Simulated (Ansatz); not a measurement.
Geometry optimisation, DFT PBEsol, scalar-relativistic, plane waves, PAW in Ansatz.

input.yaml

```yaml
crystal:
  lattice:
    - [7.725778, 0.0, 0.0]
    - [3.862889, 6.69072, 0.0]
    - [0.0, 0.0, 17.519562]
  atoms:
    - { symbol: Ca, position: [0.0, 0.0, 0.0570791] }
    - { symbol: F, position: [0.0, 0.5, 0.1921011] }
    - { symbol: F, position: [0.1666667, 0.1666667, 0.1020864] }
    - { symbol: Ca, position: [0.0, 0.5, 0.0570791] }
    - { symbol: F, position: [0.0, 0.0, 0.1921011] }
    - { symbol: F, position: [0.1666667, 0.6666667, 0.1020864] }
    - { symbol: Ca, position: [0.5, 0.0, 0.0570791] }
    - { symbol: F, position: [0.5, 0.5, 0.1921011] }
    - { symbol: F, position: [0.6666667, 0.1666667, 0.1020864] }
    - { symbol: Ca, position: [0.5, 0.5, 0.0570791] }
    - { symbol: F, position: [0.5, 0.0, 0.1921011] }
    - { symbol: F, position: [0.6666667, 0.6666667, 0.1020864] }
    - { symbol: Ca, position: [0.6666667, 0.6666667, 0.2371084] }
    - { symbol: F, position: [0.6666667, 0.1666667, 0.3721304] }
    - { symbol: F, position: [0.8333333, 0.8333333, 0.2821158] }
    - { symbol: Ca, position: [0.6666667, 0.1666667, 0.2371084] }
    - { symbol: F, position: [0.6666667, 0.6666667, 0.3721304] }
    - { symbol: F, position: [0.8333333, 0.3333333, 0.2821158] }
    - { symbol: Ca, position: [0.1666667, 0.6666667, 0.2371084] }
    - { symbol: F, position: [0.1666667, 0.1666667, 0.3721304] }
    - { symbol: F, position: [0.3333333, 0.8333333, 0.2821158] }
    - { symbol: Ca, position: [0.1666667, 0.1666667, 0.2371084] }
    - { symbol: F, position: [0.1666667, 0.6666667, 0.3721304] }
    - { symbol: F, position: [0.3333333, 0.3333333, 0.2821158] }
    - { symbol: Ca, position: [0.0097219, 0.4817452, 0.4366298] }
basis:
  ecutwfc: 420.0
kpoints:
  mp_grid: { grid: [2, 2, 1] }
hamiltonian:
  xc: pbesol
  pseudopotentials: { kind: paw, azcp: { folder: soft_1 } }
scf:
  occupations: { method: gaussian, width: 0.05 }
  lower_state_search: "off"
relax:
  f_tol: 0.03
  max_steps: 60
  adjacent_minimum: "off"
  constraints: [{ sites: [0, 2, 3, 5, 6, 8, 9, 11] }]
```

Command:

```bash
$ ansatz run input.yaml --threads 4 --pin off --max-ram 10240MiB --backend cpu --events-out ev --progress --plain --runs-dir out
```

Question: Where does it end, and by what steps?

Answer: The forces met the threshold. Limits of this set-up: coarse k mesh, thin slab, slab without dipole correction, PAW files made for another functional. After 10 steps the energy has fallen by 6.306 eV; Ca16 moved furthest, 0.90 Å. Parted: F5–Ca16 (2.37 → 3.15 Å), F9–Ca16 (2.37 → 3.27 Å), F11–Ca16 (2.37 → 3.15 Å).

```json
{"step": "0", "energy less start (eV)": "0.0000", "largest force component (eV/Å)": "3.704", "accepted": "yes"}
{"step": "1", "energy less start (eV)": "-3.0777", "largest force component (eV/Å)": "2.536", "accepted": "yes"}
{"step": "2", "energy less start (eV)": "-5.7618", "largest force component (eV/Å)": "0.874", "accepted": "yes"}
{"step": "3", "energy less start (eV)": "-6.1910", "largest force component (eV/Å)": "0.406", "accepted": "yes"}
{"step": "4", "energy less start (eV)": "-6.2383", "largest force component (eV/Å)": "0.363", "accepted": "yes"}
{"step": "5", "energy less start (eV)": "-6.2774", "largest force component (eV/Å)": "0.147", "accepted": "yes"}
{"step": "6", "energy less start (eV)": "-6.2907", "largest force component (eV/Å)": "0.115", "accepted": "yes"}
{"step": "7", "energy less start (eV)": "-6.3010", "largest force component (eV/Å)": "0.059", "accepted": "yes"}
{"step": "8", "energy less start (eV)": "-6.3036", "largest force component (eV/Å)": "0.040", "accepted": "yes"}
{"step": "9", "energy less start (eV)": "-6.3054", "largest force component (eV/Å)": "0.077", "accepted": "yes"}
{"step": "10", "energy less start (eV)": "-6.3058", "largest force component (eV/Å)": "0.011", "accepted": "yes"}
```

```xyz
25
Lattice="7.7258 0.0000 0.0000 3.8629 6.6907 0.0000 0.0000 0.0000 17.5196" Properties=species:S:1:pos:R:3
Ca 0.000 0.000 1.000
F 1.931 3.348 3.063
F 1.931 1.115 1.789
Ca 1.931 3.345 1.000
F 0.162 -0.093 3.042
F 3.863 4.460 1.789
Ca 3.863 0.000 1.000
F 5.794 3.527 3.042
F 5.794 1.115 1.789
Ca 5.794 3.345 1.000
F 3.702 -0.093 3.042
F 7.726 4.460 1.789
Ca 7.691 4.481 4.327
F 5.792 1.137 7.063
F 9.657 5.628 4.525
Ca 5.794 1.120 5.054
F 8.032 4.285 6.460
F 7.687 2.206 4.523
Ca 3.898 4.481 4.327
F 1.931 1.446 6.458
F 5.795 5.572 4.815
Ca 1.931 1.068 4.323
F 3.558 4.286 6.459
F 3.901 2.206 4.523
Ca 1.933 3.331 7.291
```

The run took 3.5 min on 4 threads of Arm Neoverse V2, on a shared host, peak memory 2.6 GiB.
